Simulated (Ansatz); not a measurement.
# K: how the settings move a single-point run

Aim: see which settings change the result for K, by how much, and at what cost.

Method: reference: DFT, r2SCAN, all-electron PAW with datasets made for the crystal, scalar-relativistic, in Ansatz 0.2.0.

1 further run of the same task is left out (set aside as unsound or not needed).

### Step 1. The structure to begin with

The structure is cubic, space group Fm-3m (No. 225). Conventional cell: a = 6.873 Å, b = 6.873 Å, c = 6.873 Å, α = 90.00°, β = 90.00°, γ = 90.00°.

Coordinates:

```cif
data_structure
_symmetry_space_group_name_H-M 'Fm-3m'
_symmetry_Int_Tables_number 225
_cell_length_a 6.8730
_cell_length_b 6.8730
_cell_length_c 6.8730
_cell_angle_alpha 90.000
_cell_angle_beta 90.000
_cell_angle_gamma 90.000
_cell_volume 324.67
loop_
_atom_site_label
_atom_site_type_symbol
_atom_site_symmetry_multiplicity
_atom_site_Wyckoff_symbol
_atom_site_fract_x
_atom_site_fract_y
_atom_site_fract_z
_atom_site_occupancy
K1 K 4 a 0.00000 0.00000 0.00000 1
```

### Step 2. The reference run

Input file input.yaml:

```yaml
crystal:
  lattice:
    - [0.0, 3.4365078421, 3.4365078421]
    - [3.4365078421, 0.0, 3.4365078421]
    - [3.4365078421, 3.4365078421, 0.0]
  atoms:
    - { symbol: K, position: [0.0, 0.0, 0.0] }
kpoints:
  mp_grid: { grid: [11, 11, 11] }
scf:
  occupations: { method: fermi_dirac, width: 0.05 }
hamiltonian:
  xc: r2scan
  pseudopotentials: { kind: all_electron, datasets: crystal }
output:
  forces: true
  stress: true
  eigenvalues: true
  efg: { contact_densities: true }
```

Launch:

```
$ ansatz run input.yaml --threads 1 --pin off --max-ram 2048MiB --backend cpu --events-out ev --progress --plain --runs-dir out
```

### Step 3. Variant: xc pbesol, dispersion d4

Edit input.yaml of step 2 so:

```diff
@@ -12,4 +12,5 @@
 hamiltonian:
-  xc: r2scan
+  xc: pbesol
   pseudopotentials: { kind: all_electron, datasets: crystal }
+  dispersion: d4
 output:
```

Q: Predict the outcome of this session. Wanted: for each run, ending; energy change; pressure; gap; force.

**Answer**, as computed:

| run | ending | energy change | pressure (GPa) | gap (eV) | force (eV/Å) | cycles | time |
| --- | --- | --- | --- | --- | --- | --- | --- |
| reference | converged | - | -0.2 | 0.00 | 0.00 | 11 | 6 s |
| 1: xc pbesol, dispersion d4 | converged | not comparable | -0.4 | 0.00 | 0.00 | 9 | 3.2 s |

Residual by cycle in the longest SCF loop of each run; runs are numbered as in the table. The quantity is the density residual dr2, in eV.

| cycle | reference | run 1 |
| --- | --- | --- |
| 1 | 0.0266 | 0.023 |
| 2 | 0.0117 | 0.0101 |
| 3 | 0.00302 | 0.00524 |
| 4 | 0.00141 | 5.4e-4 |
| 5 | 1.3e-4 | 2.4e-5 |
| 6 | 4.5e-6 | 4.2e-6 |
| 7 | 4.8e-7 | 8.0e-7 |
| 8 | 3.7e-8 | 5.3e-8 |
| 9 | 4.7e-9 | 2.6e-9 |
| 10 | 7.3e-9 | - |
| 11 | 2.4e-9 | - |

A change of functional puts the total energy on another scale; pressure, gap, moments and forces, where computed, barely move. Cost: 9 SCF cycles against 11, 3.2 s against 6 s.

Changed settings gave other datasets; differences in energy of a few meV/atom between such runs can come from the datasets alone.
